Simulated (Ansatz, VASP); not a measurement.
One calculation of Fe, two programs

```
Fe
1.0
     0.00000    1.82014    1.82014
     1.82014    0.00000    1.82014
     1.82014    1.82014    0.00000
Fe
1
Direct
  0.00000 0.00000 0.00000
```

Alike in both runs: functional PBE; k mesh 20 × 20 × 20; occupations gaussian, width 0.1 eV; collinear spin.

Ansatz relaxed the structure, and its values are those at the end. VASP's run is a single point on that final structure, the one shown.

|  | VASP | Ansatz |
| --- | --- | --- |
| version | VASP 6.6.1 | Ansatz 0.2.0 |
| potentials or method | VASP PAW PBE potentials, release 64 (Fe) | scalar-relativistic, plane waves, PAW |
| plane-wave cutoff (eV) | 520 | 420 |
| valence electrons in the cell | 8 | 16 |

```tsv
	VASP	Ansatz	Ansatz less VASP
gap on the k mesh at the Fermi level (eV)	none	none	-
pressure (GPa)	-0.3	0.0	+0.27
net moment per atom (μB)	2.60	2.60	-0.001
size of the moment on the site where the two differ most (μB)	2.60	2.65	+0.046
```

Site moments also hang on the region over which each program counts them. A gap of «none» marks a metal or a gap that the smearing closes. With one functional, cell and mesh, what is left measures potentials, basis and numerics. The two sets of potentials don't hold the same shells in valence.
